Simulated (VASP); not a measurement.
A run of VASP 6.6.1 is set up as follows.

The input POSCAR:

```
Ir
1.0
   -1.5395400000      1.5395400000      1.5395400000
    1.5395400000     -1.5395400000      1.5395400000
    1.5395400000      1.5395400000     -1.5395400000
Ir
1
Direct
    0.0000000000      0.0000000000      0.0000000000
```

File INCAR.step1:

```
  ALGO = Normal
  EDIFF = 1E-5
  ENCUT = 520
  GGA = PE
  ISIF = 2
  ISMEAR = 0
  LASPH = T
  LREAL = F
  LWAVE = T
  NBANDS = 10
  NELM = 80
  PREC = Accurate
  SIGMA = 0.1
```

INCAR.step2

```
  ALGO = Normal
  EDIFF = 1E-6
  ENCUT = 520
  GGA = PE
  HFSCREEN = 0.2
  ISIF = 2
  ISMEAR = 0
  ISTART = 1
  LASPH = T
  LCHARG = T
  LELF = T
  LHFCALC = T
  LREAL = F
  LVHAR = T
  LWAVE = F
  NBANDS = 10
  NELM = 80
  PREC = Accurate
  PRECFOCK = Fast
  SIGMA = 0.1
```

File KPOINTS:

```
k-points
0
Gamma
  10 10 10
```

Potentials or basis: VASP PAW PBE potentials, release 64 (Ir).

Run with:

```bash
$ cat potpaw_PBE.64/Ir/POTCAR > POTCAR
$ cp INCAR.step1 INCAR
$ mpirun -np 1 vasp_std > vasp.out
$ cp INCAR.step2 INCAR
$ mpirun -np 1 vasp_std > vasp.out
```

(1) Estimate the band gap on the k mesh.

(2) Estimate the pressure.

Answers

(1) none (metal or under the smearing width).

(2) -0.2 GPa.

Caveat: the PAW data sets were made with another functional, which shifts forces and pressure a little.
